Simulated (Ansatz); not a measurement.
`CC(=O)OBF` + `[SiH3]N[SiH3]` → `FBN([SiH3])[SiH3]` + `CC(=O)O` at 600 K and 1 bar (ligand exchange at a B–O bond).

Gas-phase electronic energies from Ansatz, PBE0-D4/def2-TZVP geometries. CBS: MP2 limit from def2 TZ/QZ plus the TZ coupled-cluster correction, frozen cores. This one scheme is used for every species. Each species was taken in one conformer, which may not be the lowest.

```
            species  CCSD(T)/CBS energy (Eh)  H − E (kJ/mol)  S (J/(mol·K))
        `CC(=O)OBF`               -353.55713           235.3          426.1
    `[SiH3]N[SiH3]`               -637.10515           230.1          420.5
`FBN([SiH3])[SiH3]`               -761.79139           263.5          471.8
          `CC(=O)O`               -228.87529           204.1          348.2
```

H − E and S are ideal-gas, rigid-rotor, harmonic terms from PBE0-D4/def2-TZVP, for one conformer and one mirror image of each species. 1 Eh = 2625.50 kJ/mol, R = 8.31446 J/(mol·K).

Task: By hand: ΔE, ΔH, ΔS and ΔG.

Result: ΔE = (-761.79139) + (-228.87529) − (-353.55713) − (-637.10515) = -0.00440 Eh = -11.6 kJ/mol. Δ(H − E) = 263.5 + 204.1 − 235.3 − 230.1 = 2.2, so ΔH = -9.4 kJ/mol. ΔS = 471.8 + 348.2 − 426.1 − 420.5 = -26.6 J/(mol·K). ΔG = -9.4 − 600 × (-26.6)/1000 = 6.6 kJ/mol.

Task: By hand: the equilibrium constant, and the temperature at which ΔG would vanish if ΔH and ΔS stayed fixed.

Result: log₁₀ K = −ΔG/(RT ln 10) = -0.6. ΔG = 0 at ΔH/ΔS = 353 K, though so small a ΔH makes that figure unsure.

TΔS isn't small against ΔH here. A doubt of 5 kJ/mol in ΔE shifts log₁₀ K by 0.4 here. Other conformers and mirror images would add mixing entropy, several J/(mol·K) or more a flexible species. Modes under 60 cm⁻¹, often nearly free rotors, make the harmonic entropy too high. These are equilibria of isolated gas molecules and say nothing of rates. Largest T1 diagnostic: 0.015 (customary marks: 0.02 for closed shells, 0.045 for open ones).
